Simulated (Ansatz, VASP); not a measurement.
## One calculation of Be, two programs

Contents of INCAR:

```
SYSTEM = Be
ALGO = Fast
EDIFF = 1E-6
ENCUT = 520
GGA = PE
ISIF = 2
ISMEAR = 0
LASPH = .True.
LCHARG = .False.
LREAL = .False.
LWAVE = .False.
NBANDS = 9
NELM = 60
PREC = Accurate
SIGMA = 0.1
```

KPOINTS

```
k-points
0
Gamma
  9 9 6
  0 0 0
```

POSCAR

```
Be
1.0
    2.2853000000      0.0000000000      0.0000000000
   -1.1426500000      1.9791278553      0.0000000000
    0.0000000000      0.0000000000      3.5842000000
Be
2
Direct
    0.3333333333      0.6666666667      0.2500000000
    0.6666666667      0.3333333333      0.7500000000
```

Input for Ansatz:

```yaml
crystal:
  lattice:
    - [2.2853, 0.0, 0.0]
    - [-1.14265, 1.9791278553, 0.0]
    - [0.0, 0.0, 3.5842]
  atoms:
    - { symbol: Be, position: [0.3333333333, 0.6666666667, 0.25] }
    - { symbol: Be, position: [0.6666666667, 0.3333333333, 0.75] }
basis:
  ecutwfc: 420
kpoints:
  mp_grid: { grid: [9, 9, 6] }
hamiltonian:
  xc: pbe
  pseudopotentials: { kind: paw }
scf:
  occupations: { method: gaussian, width: 0.1 }
output:
  forces: true
  stress: true
  eigenvalues: true
```

Alike in both runs: task single point; functional PBE; k mesh 9 × 9 × 6; occupations gaussian, width 0.1 eV; no spin polarisation.

```csv
,VASP,Ansatz
version,VASP 6.6.1,Ansatz 0.2.0
potentials or method,"VASP PAW PBE potentials, release 64 (Be)","scalar-relativistic, plane waves, PAW"
plane-wave cutoff (eV),520,420
valence electrons in the cell,4,4
```

Ansatz gave:

| Item | Value |
| --- | --- |
| gap on the k mesh at the Fermi level (eV) | none |
| pressure (GPa) | -2.9 |
| largest component of the traceless stress (GPa) | 1.66 |

Estimate VASP's values.

gap on the k mesh at the Fermi level (eV): none; pressure (GPa): -2.8; largest component of the traceless stress (GPa): 1.63.

A gap of «none» marks a metal or a gap that the smearing closes.
